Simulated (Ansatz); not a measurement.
KTaO3, cubic perovskite, relaxed with r2SCAN in Ansatz 0.2.0: the symmetry is Pm-3m (No. 221, cubic); a = 3.990 Å in the conventional setting, 12.71 Å³ an atom. K has 12 O at 2.82 Å; Ta has 6 O at 2.00 Å; O has 2 Ta at 2.00 Å and 4 K at 2.82 Å. The cell was then strained (x, y and z are the cube axes), with the atoms relaxed again; stress is positive in compression. No spin polarisation and no zero-point or thermal motion.

- Isotropic +1.0 % on every length: the pressure changes by -5.84 GPa, and the HSE06 gap (R → Γ) goes from 3.565 to 3.479 eV.
- Epitaxial strain of -1.5 % in the (001) plane: the free normal strain is +0.56 % and the in-plane stress changes by +8.42 GPa.

What bulk modulus does the isotropic step give?
Δ ln V = 3 ln(1.0100) = +0.0299, so B ≈ −ΔP/Δ ln V = 196 GPa.

Give the volume deformation potential of that gap and its pressure coefficient.
a_V = ΔE_g/Δ ln V = (-0.086)/(+0.0299) = -2.88 eV; dE_g/dP = −a_V/B = +15 meV/GPa, with HSE06's gap and r2SCAN's modulus.

What do the film's normal strain and stress say about the elastic constants?
ε⊥/ε∥ = (+0.0056)/(-0.0150) = -0.37, which linear elasticity sets to −2C₁₂/C₁₁. The biaxial modulus is M = −Δσ/ε∥ = 561 GPa.

How much elastic energy does the film store, with 12.71 Å³ an atom?
u = M ε∥² = −Δσ ε∥ = -8.42 × (-0.0150) = 0.1263 GPa, and 1 GPa Å³ is 6.2415 meV: 10.02 meV an atom. The total energies of the two runs differ by 9.69 meV an atom.

No spin-orbit coupling is included; it can move band edges with weight on the heavy atoms by tenths of an eV.

The meshes of the hybrids are coarse, so their gaps aren't converged to the digits shown.
